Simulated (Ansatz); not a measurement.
Method: DFT PBE, scalar-relativistic, plane waves, PAW in Ansatz. Settings: cutoff 420 eV, Γ-centred meshes spaced at most about 0.3 Å⁻¹, and about 0.25 Å⁻¹ or finer for metals (2π included), Gaussian smearing. No spin polarisation.

Temperature and zero-point effects are left out.

Question: Order these relaxed structures of In₇O by energy, lowest first, with the energy over the lowest of them.
A. Space group R-3 (No. 148), trigonal, a = 9.035 Å, c = 8.449 Å. In on a site of symmetry 1 has 1 O at 2.48 Å and 12 In at 3.21–3.59 Å; around In on a site of symmetry -3 lie 12 In at 3.37–3.46 Å; O is surrounded by 6 In at 2.48 Å.
B. Space group P-3m1 (No. 164), trigonal, a = 3.349 Å, c = 20.299 Å. Around In on a site of symmetry 3m lie 3 O at 2.47 Å and 12 In at 3.35–3.63 Å; around In on a second site of symmetry 3m lie 12 In at 3.35–3.47 Å; In on a site of symmetry -3m is surrounded by 12 In at 3.35–3.39 Å; O is surrounded by 6 In at 2.47 Å; 1 more site not described.

Answer: B (0 meV/atom), A (54 meV/atom). Counting In atoms around O (those within 1.25 times the shortest such distance or 1.15 times the sum of covalent radii, 1.27 where that leaves under three; the shortest distance is added where it exceeds 1.18 times the sum of covalent radii): B has O 6 from 2.5 Å; A has O 6 from 2.5 Å. Both come from invented guesses.

Cells relaxed within their symmetry can be saddle points. Some structure types and database cells were kept out of the candidates from the start, so a known form may be missing.
